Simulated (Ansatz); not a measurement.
Write the native input for Ansatz 0.2.0 that does the following.

```yaml
Task: relaxation of cell and atoms
Functional: PBE
Potentials_or_basis: Ansatz PAW
Cutoff: "420 eV (not typed: the program's choice for these potentials)"
k_mesh: 9 × 9 × 5
Occupations: fermi-dirac, width 0.05 eV
Spin: no spin polarisation
Target_pressure_GPa: 0
```

CuO:

```
Cu O
1.0
     1.99097   -2.15355    0.00000
     1.99097    2.15355    0.00000
     0.00000    0.00000    5.15593
Cu O
2 2
Direct
  0.50000 0.00000 0.00000
  0.00000 0.50000 0.50000
  0.50000 0.50000 0.25000
  0.50000 0.50000 0.75000
```

Measurements of this composition are mostly on another form, of space group No. 15.

The input as run:

input.yaml

```yaml
crystal:
  lattice:
    - [1.990968, -2.15355, 0.0]
    - [1.990968, 2.15355, 0.0]
    - [0.0, 0.0, 5.155928]
  atoms:
    - { symbol: Cu, position: [0.5, 0.0, 0.0] }
    - { symbol: Cu, position: [0.0, 0.5, 0.5] }
    - { symbol: O, position: [0.5, 0.5, 0.25] }
    - { symbol: O, position: [0.5, 0.5, 0.75] }
hamiltonian:
  xc: pbe
  pseudopotentials: { kind: paw }
kpoints:
  mp_grid: { grid: [9, 9, 5] }
scf:
  occupations: { method: fermi_dirac, width: 0.05 }
output:
  forces: true
  stress: true
  eigenvalues: true
  write_density: true
  write_potential: true
  elf: true
  volumetric_format: npy
relax:
  f_tol: 0.01
  max_steps: 40
  cell: { stress_tol: 0.05 }
```

Potentials or basis: Ansatz PAW.

The run is started by

```bash
$ ansatz run input.yaml --threads 2 --pin off --max-ram 5632MiB --backend cpu --events-out ev --progress --plain --runs-dir out
```

It gave:

```yaml
Relaxed_volume: 11.20 Å³/atom
Relaxed_cell: a = 2.950 Å, b = 2.950 Å, c = 5.149 Å, α = 90.00°, β = 90.00°, γ = 90.15°
Space_group_after_relaxing_to_0.05_Å: P4_2/mmc (No. 131)
Energy_gained_by_relaxing: 2.4 meV/atom
Ionic_steps: 11
Pressure_after_relaxing: 0.0 GPa
Band_gap_on_the_k_mesh: none (metal or under the smearing width)
```

Caveat: the plane-wave basis is chosen anew once the cell has moved, so the energies of steps on either side of that aren't comparable; the pressure holds a Pulay correction of +0.6 GPa for the finite cutoff; the run has no spin polarisation, though such a crystal can be magnetic; semilocal functionals often make such compounds metallic where correlation or magnetic order opens a gap, which also shifts bond lengths.

Run time: 35 s on 2 threads of Arm Neoverse V1 (shared host), peak memory 0.38 GiB.
